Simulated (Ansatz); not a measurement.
Trial structure of ZnS2, not yet relaxed:

```cif
data_structure
_symmetry_space_group_name_H-M 'P4/mmm'
_symmetry_Int_Tables_number 123
_cell_length_a 5.4639
_cell_length_b 5.4639
_cell_length_c 4.1199
_cell_angle_alpha 90.000
_cell_angle_beta 90.000
_cell_angle_gamma 90.000
_cell_volume 123.00
loop_
_atom_site_label
_atom_site_type_symbol
_atom_site_symmetry_multiplicity
_atom_site_Wyckoff_symbol
_atom_site_fract_x
_atom_site_fract_y
_atom_site_fract_z
_atom_site_occupancy
Zn1 Zn 1 c 0.50000 0.50000 0.00000 1
Zn2 Zn 1 b 0.00000 0.00000 0.50000 1
S1 S 4 i 0.00000 0.50000 0.74848 1
```

Level of theory: DFT PBE, scalar-relativistic, plane waves, PAW (Ansatz). Settings: cutoff 420 eV, Γ-centred mesh 4×4×4 on the computed 6-atom cell, Gaussian smearing of 0.10 eV; no spin polarisation.

Energies over the elements count from the elements' standard structures at the same level, with no fitted energy shifts.

**Question.** Estimate its pressure, forces and energy as it stands.

**Answer.** The pressure is 3.8 GPa (the mean over three directions, positive in compression), the largest force is 0.36 eV/Å, and the energy is +0.69 eV/atom against the elements. The shortest distance is 2.05 Å.

**Question.** Is it a good guess?

**Answer.** A rough one: relaxing gains about 0.58 eV/atom (the start's value is from the coarse mesh, so the gain is rough) in 14 ionic steps and ends at +0.11 eV/atom on the finer mesh. The symmetry goes from P4/mmm (No. 123) to I4/mmm (No. 139), and the primitive cell from 6 to 3 atoms. The volume per atom shrinks by 10.6 %, from 20.5 to 18.3 Å³. The shortest distance goes from 2.05 Å (S–S) to 2.49 Å (S–S). Conventional cell: a = 4.701 Å, c = 4.975 Å. Around Zn lie 8 S at 2.66 Å; S is surrounded by 2 S at 2.49 Å and 4 Zn at 2.66 Å.

The last run used a 14×14×14 mesh for its 3-atom cell and Gaussian smearing of 0.10 eV. The reference form of S is held partly by dispersion forces, which this level lacks. The relaxation can't lower the symmetry of the start, and the grade says only how near the guess is to its own end. Symmetry constrained the relaxation, so the result can be a saddle point.
